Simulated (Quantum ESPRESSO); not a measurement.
The system is Sn.

```
Sn
1.0
    -2.94014    2.94014    1.59930
     2.94014   -2.94014    1.59930
     2.94014    2.94014   -1.59930
Sn
2
Direct
  0.00000 0.00000 0.00000
  0.75000 0.25000 0.50000
```

- Program: Quantum ESPRESSO 7.5
- Task: single point
- Functional: PBEsol
- Potentials or basis: GBRV 1.5 PBEsol
- Cutoff: 925 eV
- Density cutoff: 7401 eV
- k mesh: 9 × 9 × 9
- Occupations: fermi-dirac, width 0.05 eV
- Spin: no spin polarisation

On this cell: pressure -1.7 GPa; largest force under 0.003 eV/Å; band gap on the k mesh none (metal or under the smearing width).

The same run follows on a disturbed copy (atoms moved at random, drawn with an rms of 0.05 Å):

```
Sn
1.0
    -2.94014    2.94014    1.59930
     2.94014   -2.94014    1.59930
     2.94014    2.94014   -1.59930
Sn
2
Cartesian
  -0.0709 -0.0015 0.0234
  -0.0164 2.9513 0.7910
```

What changes?

The energy (extrapolated to zero smearing) moves by +2.5 meV/atom; pressure -1.7 GPa; largest force 0.177 eV/Å; band gap on the k mesh none (metal or under the smearing width).

Forces in eV/Å, atoms in the order of the input:
```
Sn   0.172  0.044 -0.006
Sn  -0.172 -0.044  0.006
```

Stress tensor (GPa, compression positive):
```
-1.65 -0.02  0.29
-0.02 -1.36 -0.07
 0.29 -0.07 -2.01
```
